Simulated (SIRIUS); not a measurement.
# Ca (Fm-3m) in SIRIUS: a series of runs

The runs below take Ca through equation of state, with WC.

Everything below comes from runs of SIRIUS 7.12.0. Logs are shortened: lines on timing, memory, paths and dates and some standing lists are left out, and cuts for length are marked. The log counts tension as positive stress, the text compression.

### Step 1. The crystal as given

The structure is cubic, space group Fm-3m (No. 225). The conventional cell has a = 5.588 Å, b = 5.588 Å, c = 5.588 Å, α = 90.00°, β = 90.00°, γ = 90.00°. Ca (site symmetry m-3m) has 12 Ca at 3.95 Å as nearest neighbours.

### Step 2. Equation of state, WC, 41.01 Å³/atom (volume scaled by 0.94)

Contents of sirius.json:

```json
{
  "control": {
    "processing_unit": "cpu",
    "std_evp_solver_name": "lapack",
    "gen_evp_solver_name": "lapack",
    "verbosity": 2,
    "print_forces": false,
    "ortho_rf": true,
    "use_second_variation": true,
    "rmt_max": 3.0,
    "num_bands_to_print": 11,
    "save_wf": true
  },
  "parameters": {
    "electronic_structure_method": "full_potential_lapwlo",
    "xc_functionals": ["XC_GGA_X_WC", "XC_GGA_C_PBE"],
    "core_relativity": "dirac",
    "valence_relativity": "iora",
    "num_fv_states": 11,
    "smearing": "fermi_dirac",
    "smearing_width": 0.0018374661,
    "pw_cutoff": 20,
    "gk_cutoff": 3.25,
    "lmax_apw": 10,
    "lmax_rho": 8,
    "lmax_pot": 8,
    "num_mag_dims": 0,
    "auto_rmt": 0,
    "ngridk": [8, 8, 8],
    "shiftk": [0, 0, 0],
    "num_dft_iter": 80,
    "energy_tol": 1e-07,
    "density_tol": 1e-05,
    "use_symmetry": true
  },
  "settings": {"tol_ne": 1e-10},
  "iterative_solver": {"type": "exact"},
  "mixer": {"type": "anderson", "beta": 0.5, "max_history": 8},
  "unit_cell": {
    "lattice_vectors": [[0.0, 5.1724818239, 5.1724818239], [5.1724818239, 0.0, 5.1724818239], [5.1724818239, 5.1724818239, 0.0]],
    "atom_types": ["Ca"],
    "atom_files": {"Ca": "Ca.json"},
    "atoms": {"Ca": [[0.0, 0.0, 0.0]]}
  }
}
```

Contents of Ca.json:

```json
{
  "name": "calcium",
  "symbol": "Ca",
  "number": 20,
  "mass": 40.078,
  "rmin": 1e-06,
  "rmt": 2.4,
  "nrmt": 800,
  "rinf": 19.35,
  "core": "1s2s2p",
  "valence": [
    {"basis": [{"enu": -0.08, "dme": 0, "n": 0, "auto": 0}, {"enu": -0.08, "dme": 1, "n": 0, "auto": 0}]},
    {"l": 0, "n": 1, "basis": [{"enu": 0.02, "dme": 0, "n": 0, "auto": 0}]},
    {"l": 1, "n": 2, "basis": [{"enu": 0.02, "dme": 0, "n": 0, "auto": 0}]},
    {"l": 2, "n": 3, "basis": [{"enu": 0.02, "dme": 0, "n": 0, "auto": 0}]},
    {"l": 3, "n": 4, "basis": [{"enu": 0.02, "dme": 0, "n": 0, "auto": 0}]}
  ],
  "lo": [
    {"l": 0, "basis": [{"enu": 0.02, "dme": 0, "n": 0, "auto": 0}, {"enu": 0.02, "dme": 1, "n": 0, "auto": 0}]},
    {
      "l": 0,
      "basis": [{"enu": -1.5575, "dme": 0, "n": 3, "auto": 1}, {"enu": -1.5575, "dme": 1, "n": 3, "auto": 1}]
    },
    {
      "l": 0,
      "basis": [{"enu": -1.5575, "dme": 1, "n": 3, "auto": 1}, {"enu": 0.02, "dme": 0, "n": 0, "auto": 0}]
    },
    {"l": 0, "basis": [{"enu": 0.02, "dme": 0, "n": 0, "auto": 0}, {"enu": 2.7978, "dme": 0, "n": 0, "auto": 0}]},
    {"l": 1, "basis": [{"enu": 0.02, "dme": 0, "n": 0, "auto": 0}, {"enu": 0.02, "dme": 1, "n": 0, "auto": 0}]},
    {
      "l": 1,
      "basis": [{"enu": -0.8668, "dme": 0, "n": 3, "auto": 1}, {"enu": -0.8668, "dme": 1, "n": 3, "auto": 1}]
    },
    {
      "l": 1,
      "basis": [{"enu": -0.8668, "dme": 1, "n": 3, "auto": 1}, {"enu": 0.02, "dme": 0, "n": 0, "auto": 0}]
    },
    {"l": 1, "basis": [{"enu": 0.02, "dme": 0, "n": 0, "auto": 0}, {"enu": 3.2144, "dme": 0, "n": 0, "auto": 0}]},
    {"l": 2, "basis": [{"enu": 0.02, "dme": 0, "n": 0, "auto": 0}, {"enu": 0.02, "dme": 1, "n": 0, "auto": 0}]},
    {"l": 2, "basis": [{"enu": 0.02, "dme": 1, "n": 0, "auto": 0}, {"enu": 0.02, "dme": 2, "n": 0, "auto": 0}]},
    {"l": 2, "basis": [{"enu": 0.02, "dme": 0, "n": 0, "auto": 0}, {"enu": 2.7283, "dme": 0, "n": 0, "auto": 0}]},
    {"l": 3, "basis": [{"enu": 0.02, "dme": 0, "n": 0, "auto": 0}, {"enu": 0.02, "dme": 1, "n": 0, "auto": 0}]}
  ],
  "free_atom": [... radial grid and density of the free atom, the start of the SCF ...]
}
```

Contents of sirius_start.json:

```json
{
  "control": {
    "processing_unit": "cpu",
    "std_evp_solver_name": "lapack",
    "gen_evp_solver_name": "lapack",
    "verbosity": 1,
    "print_forces": false,
    "ortho_rf": true,
    "use_second_variation": true,
    "rmt_max": 3.0,
    "num_bands_to_print": 11,
    "save_wf": false
  },
  "parameters": {
    "electronic_structure_method": "full_potential_lapwlo",
    "xc_functionals": ["XC_LDA_X", "XC_LDA_C_PW"],
    "core_relativity": "dirac",
    "valence_relativity": "iora",
    "num_fv_states": 11,
    "smearing": "fermi_dirac",
    "smearing_width": 0.0055123983,
    "pw_cutoff": 20,
    "gk_cutoff": 2.6,
    "lmax_apw": 10,
    "lmax_rho": 8,
    "lmax_pot": 8,
    "num_mag_dims": 0,
    "auto_rmt": 0,
    "ngridk": [3, 3, 3],
    "shiftk": [0, 0, 0],
    "num_dft_iter": 30,
    "energy_tol": 0.01,
    "density_tol": 0.05,
    "use_symmetry": true
  },
  "settings": {"tol_ne": 1e-10},
  "iterative_solver": {"type": "exact"},
  "mixer": {"type": "anderson", "beta": 0.5, "max_history": 8},
  "unit_cell": {
    "lattice_vectors": [[0.0, 5.1724818239, 5.1724818239], [5.1724818239, 0.0, 5.1724818239], [5.1724818239, 5.1724818239, 0.0]],
    "atom_types": ["Ca"],
    "atom_files": {"Ca": "Ca.json"},
    "atoms": {"Ca": [[0.0, 0.0, 0.0]]}
  }
}
```

Potentials or basis: all-electron FP-LAPW, apw+lo standard.

Started as:

```bash
$ OMP_NUM_THREADS=1 sirius.scf --input=sirius_start.json --output=start.json
$ OMP_NUM_THREADS=1 sirius.scf --input=sirius.json --output=output.json --task=1
```

Standard output:

```text
[info] SIRIUS version : 7.12.0
[info] number of MPI ranks           : 1
[info] MPI grid                      : 1 1
[info] maximum number of OMP threads : 1
[fft] FFT context for density and potential
[fft] =====================================
[fft]   plane wave cutoff                     : 20
[fft]   grid size                             : 50 50 50   total : 125000
[fft]   grid limits                           : -24 25   -24 25   -24 25
[fft]   number of G-vectors within the cutoff : 37461
[fft]   number of G-shells                    : 1001
[fft] FFT context for coarse grid
[fft] =====================================
[fft]   plane wave cutoff                     : 6.5
[fft]   grid size                             : 18 18 18   total : 5832
[fft]   grid limits                           : -8 9   -8 9   -8 9
[fft]   number of G-vectors within the cutoff : 1243
[fft]   number of G-shells                    : 53
[unit cell] lattice vectors
[unit cell]   a1 :       0.0000000000      5.1724818239      5.1724818239
[unit cell]   a2 :       5.1724818239      0.0000000000      5.1724818239
[unit cell]   a3 :       5.1724818239      5.1724818239      0.0000000000
[unit cell] reciprocal lattice vectors
[unit cell]   b1 :      -0.6073665912      0.6073665912      0.6073665912
[unit cell]   b2 :       0.6073665912     -0.6073665912      0.6073665912
[unit cell]   b3 :       0.6073665912      0.6073665912     -0.6073665912
[unit cell] unit cell volume :       276.77503563 [a.u.^3]
[unit cell] 1/sqrt(omega)    :         0.06010859
[unit cell] MT volume        :        57.90583579 (20.92%)
[unit cell] IT volume        :       218.86919984 (79.08%)
[unit cell] number of atom types : 1
[unit cell] type id : 0 symbol : Ca mt_radius :   2.400000 num_atoms : 1
[unit cell] total number of atoms : 1
[unit cell] number of symmetry classes : 1
[unit cell] atom id  type id  class id             position                      vector_field
[unit cell] ------------------------------------------------------------------------------------------
[unit cell]      0        0        0      0.00000   0.00000   0.00000      0.00000   0.00000   0.00000
[unit cell] atom id         position (Cartesian, a.u.)
[unit cell] ---------------------------------------------
[unit cell]      0       0.000000    0.000000    0.000000
[unit cell] class id : 0 atom id : 0
[unit cell] minimum bond length:     7.314994
[sym] space group number   : 225
[sym] international symbol : Fm-3m
[sym] Hall symbol          : -F 4 2 3
[sym] space group transformation matrix :
[sym]   0.0000  0.5000  0.5000
[sym]   0.5000  0.0000  0.5000
[sym]   0.5000  0.5000  0.0000
[sym] space group origin shift :
[sym]   0.0000  0.0000  0.0000
[sym] number of space group operations  : 48
[sym] number of magnetic group operations : 48
[sym] metric tensor error: 0.0000e+00
[sym] rotation matrix error: 0.0000e+00
[sym]
[sym] symmetry operations
[... 210 lines left out ...]
[find] valence_eval_sum               :      -7.19780302
[find] core_eval_sum                  :    -391.53552092
[find] kinetic energy                 :     684.31785935
[find] enuc                           :    -810.58802186
[find] <rho|V^{XC}>                   :     -46.61229096
[find] <rho|E^{XC}>                   :     -35.78075775
[find] <mag|B^{XC}>                   :       0.00000000
[find] <rho|V^{H}>                    :   -1036.43889230
[find] smearing (-TS)                 :      -0.00041556
[find] SCF correction                 :       0.19653898
[find] Total energy                   :    -680.07382743 (Ha),   -1360.14765487 (Ry)
[find] Free energy (E-TS)             :    -680.07424299 (Ha),   -1360.14848598 (Ry)
[find] band gap (eV)                  :       0.00000000
[find] Efermi                         :       0.10085521
[find] iteration : 0, RMS (target) : 1.2320e-01 (1.0000e-05) , energy difference (target) : -6.8007e+02 (1.0000e-07)
[find] +------------------------------+
[find] | SCF iteration   1 out of  80|
[find] +------------------------------+
[generate_radial_functions] Linearization energies
[generate_radial_functions] Atom : Ca, class id : 0
[generate_radial_functions] augmented waves
[generate_radial_functions] local orbitals
[generate_radial_functions] {l: 0, n: 3, enu: -1.42722, dme: 0, auto: 1}
[generate_radial_functions] {l: 0, n: 3, enu: -1.42722, dme: 1, auto: 1}
[generate_radial_functions] {l: 0, n: 3, enu: -1.42722, dme: 1, auto: 1}
[generate_radial_functions] {l: 1, n: 3, enu: -0.719515, dme: 0, auto: 1}
[generate_radial_functions] {l: 1, n: 3, enu: -0.719515, dme: 1, auto: 1}
[generate_radial_functions] {l: 1, n: 3, enu: -0.719515, dme: 1, auto: 1}
[diagonalize] Lowest band energies
[diagonalize] ik:    0   -1.430607   -0.731992   -0.731992   -0.731992   -0.044044    0.192285    0.192285    0.192285    0.233140    0.233140    0.445469
[diagonalize] ik:    1   -1.430517   -0.732789   -0.732091   -0.732091   -0.034057    0.182029    0.195745    0.195745    0.230530    0.230530    0.452152
[diagonalize] ik:    2   -1.430309   -0.734824   -0.732328   -0.732328   -0.005743    0.158088    0.197601    0.197601    0.233785    0.233785    0.384432
[diagonalize] ik:    3   -1.430103   -0.736810   -0.732614   -0.732614    0.035276    0.128092    0.191462    0.191462    0.250106    0.250106    0.325827
[diagonalize] ik:    4   -1.430017   -0.737651   -0.732715   -0.732715    0.068574    0.101290    0.188196    0.188196    0.259847    0.259847    0.302329
[diagonalize] ...
[diagonalize] ik:   24   -1.429924   -0.736467   -0.734181   -0.733615    0.067268    0.133430    0.152191    0.226407    0.244611    0.268571    0.335032
[diagonalize] ik:   25   -1.429854   -0.736336   -0.735001   -0.733729    0.101368    0.121651    0.142532    0.214785    0.256552    0.286260    0.291475
[diagonalize] ik:   26   -1.429882   -0.736024   -0.735271   -0.733432    0.091945    0.134504    0.135550    0.211553    0.248723    0.272942    0.328572
[diagonalize] ik:   27   -1.429828   -0.736835   -0.734502   -0.734077    0.098389    0.127238    0.139090    0.231662    0.266758    0.277750    0.308046
[diagonalize] ik:   28   -1.429826   -0.735665   -0.735665   -0.734072    0.112822    0.131713    0.131713    0.201632    0.266798    0.302528    0.302528
[generate_core_charge_density] atom class : 0
[generate_core_charge_density]   n,l,k : 1 0 1  energy :        -144.77520637
[generate_core_charge_density]   n,l,k : 2 0 1  energy :         -14.91321207
[generate_core_charge_density]   n,l,k : 2 1 1  energy :         -12.09157145
[generate_core_charge_density]   n,l,k : 2 1 2  energy :         -11.95596208
[find] Total energy                   :    -680.07384273 (Ha),   -1360.14768546 (Ry)
[find] iteration : 1, RMS (target) : 5.8072e-02 (1.0000e-05) , energy difference (target) : -1.5293e-05 (1.0000e-07)
[find] Total energy                   :    -680.07384548 (Ha),   -1360.14769096 (Ry)
[find] iteration : 2, RMS (target) : 3.0653e-03 (1.0000e-05) , energy difference (target) : -2.7516e-06 (1.0000e-07)
[find] Total energy                   :    -680.07384795 (Ha),   -1360.14769591 (Ry)
[find] iteration : 3, RMS (target) : 3.7200e-04 (1.0000e-05) , energy difference (target) : -2.4749e-06 (1.0000e-07)
[find] Total energy                   :    -680.07384872 (Ha),   -1360.14769744 (Ry)
[find] iteration : 4, RMS (target) : 4.8421e-05 (1.0000e-05) , energy difference (target) : -7.6536e-07 (1.0000e-07)
[find] Charges and magnetic moments
[find] --------------------------------------------------------------------------------
[find] atom      charge    core leakage
[find] --------------------------------------------------------------------------------
[find]    0   18.103582    1.948641e-08
[... 5 lines left out ...]
[find] valence_eval_sum               :      -7.11801028
[find] core_eval_sum                  :    -391.30000658
[find] kinetic energy                 :     685.29193128
[find] enuc                           :    -811.02925792
[find] <rho|V^{XC}>                   :     -46.63113563
[find] <rho|E^{XC}>                   :     -35.79705638
[find] <mag|B^{XC}>                   :       0.00000000
[find] <rho|V^{H}>                    :   -1037.07881252
[find] smearing (-TS)                 :      -0.00041704
[find] SCF correction                 :      -0.00005942
[find] Total energy                   :    -680.07384870 (Ha),   -1360.14769739 (Ry)
[find] Free energy (E-TS)             :    -680.07426574 (Ha),   -1360.14853148 (Ry)
[find] band gap (eV)                  :       0.00000000
[find] Efermi                         :       0.10828795
[find] iteration : 5, RMS (target) : 4.4676e-06 (1.0000e-05) , energy difference (target) : 2.3837e-08 (1.0000e-07)
[find] converged after 6 SCF iterations!
[find] Charges and magnetic moments
[find] --------------------------------------------------------------------------------
[find] atom      charge    core leakage
[find] --------------------------------------------------------------------------------
[find]    0   18.103582    1.948641e-08
[find] total core leakage    : 1.94864060e-08
[find] interstitial charge   : 1.896417
[find] total charge          : 19.999999
[find] Energy
[find] --------------------------------------------------------------------------------
[find] valence_eval_sum               :      -7.11801028
[find] core_eval_sum                  :    -391.30000658
[find] kinetic energy                 :     685.29193128
[find] enuc                           :    -811.02925792
[find] <rho|V^{XC}>                   :     -46.63113563
[find] <rho|E^{XC}>                   :     -35.79705638
[find] <mag|B^{XC}>                   :       0.00000000
[find] <rho|V^{H}>                    :   -1037.07881252
[find] smearing (-TS)                 :      -0.00041704
[find] SCF correction                 :      -0.00005942
[find] Total energy                   :    -680.07384870 (Ha),   -1360.14769739 (Ry)
[find] Free energy (E-TS)             :    -680.07426574 (Ha),   -1360.14853148 (Ry)
[find] band gap (eV)                  :       0.00000000
[find] Efermi                         :       0.10828795
```

Wall time 17 s (1 thread of AMD EPYC 7R43 (Zen 3), shared host); peak memory 0.34 GiB.

What came out:

| Item | Value |
| --- | --- |
| Free energy | -18505.7635 eV |
| Band gap on the k mesh | none (metal or under the smearing width) |
| All electrons inside the program's atomic spheres | Ca 18.10 (radii Ca 2.4 bohr) |

### Step 3. Equation of state, WC, 41.89 Å³/atom (volume scaled by 0.96)

sirius.json, as its differences from that of step 2:

```diff
@@ -39,3 +39,3 @@
   "unit_cell": {
-    "lattice_vectors": [[0.0, 5.1724818239, 5.1724818239], [5.1724818239, 0.0, 5.1724818239], [5.1724818239, 5.1724818239, 0.0]],
+    "lattice_vectors": [[0.0, 5.2089089523, 5.2089089523], [5.2089089523, 0.0, 5.2089089523], [5.2089089523, 5.2089089523, 0.0]],
     "atom_types": ["Ca"],
```

Ca.json is that of step 2.

sirius_start.json, as its differences from that of step 2:

```diff
@@ -39,3 +39,3 @@
   "unit_cell": {
-    "lattice_vectors": [[0.0, 5.1724818239, 5.1724818239], [5.1724818239, 0.0, 5.1724818239], [5.1724818239, 5.1724818239, 0.0]],
+    "lattice_vectors": [[0.0, 5.2089089523, 5.2089089523], [5.2089089523, 0.0, 5.2089089523], [5.2089089523, 5.2089089523, 0.0]],
     "atom_types": ["Ca"],
```

Potentials or basis: all-electron FP-LAPW, apw+lo standard.

Started as:

```bash
$ OMP_NUM_THREADS=1 sirius.scf --input=sirius_start.json --output=start.json
$ OMP_NUM_THREADS=1 sirius.scf --input=sirius.json --output=output.json --task=1
```

It took 17 s on 1 thread of AMD EPYC 7R43 (Zen 3), shared host; peak memory 0.35 GiB.

The run converged. Its results:

| Property | Result |
| --- | --- |
| Free energy | -18505.7610 eV |
| Band gap on the k mesh | none (metal or under the smearing width) |
| All electrons inside the program's atomic spheres | Ca 18.10 (radii Ca 2.4 bohr) |

### Step 4. Equation of state, WC, 42.76 Å³/atom (volume scaled by 0.98)

sirius.json, as its differences from that of step 3:

```diff
@@ -39,3 +39,3 @@
   "unit_cell": {
-    "lattice_vectors": [[0.0, 5.2089089523, 5.2089089523], [5.2089089523, 0.0, 5.2089089523], [5.2089089523, 5.2089089523, 0.0]],
+    "lattice_vectors": [[0.0, 5.2448335975, 5.2448335975], [5.2448335975, 0.0, 5.2448335975], [5.2448335975, 5.2448335975, 0.0]],
     "atom_types": ["Ca"],
```

Ca.json is that of step 3.

sirius_start.json, as its differences from that of step 3:

```diff
@@ -39,3 +39,3 @@
   "unit_cell": {
-    "lattice_vectors": [[0.0, 5.2089089523, 5.2089089523], [5.2089089523, 0.0, 5.2089089523], [5.2089089523, 5.2089089523, 0.0]],
+    "lattice_vectors": [[0.0, 5.2448335975, 5.2448335975], [5.2448335975, 0.0, 5.2448335975], [5.2448335975, 5.2448335975, 0.0]],
     "atom_types": ["Ca"],
```

Started as:

```bash
$ OMP_NUM_THREADS=1 sirius.scf --input=sirius_start.json --output=start.json
$ OMP_NUM_THREADS=1 sirius.scf --input=sirius.json --output=output.json --task=1
```

Run time: 17 s. Hardware: 1 thread of AMD EPYC 7R43 (Zen 3), shared host; peak memory 0.35 GiB.

The run converged. Its results:

```
Free energy                                       : -18505.7575 eV
Band gap on the k mesh                            : none (metal or under the smearing width)
All electrons inside the program's atomic spheres : Ca 18.09 (radii Ca 2.4 bohr)
```

[end of part 1 of 2]
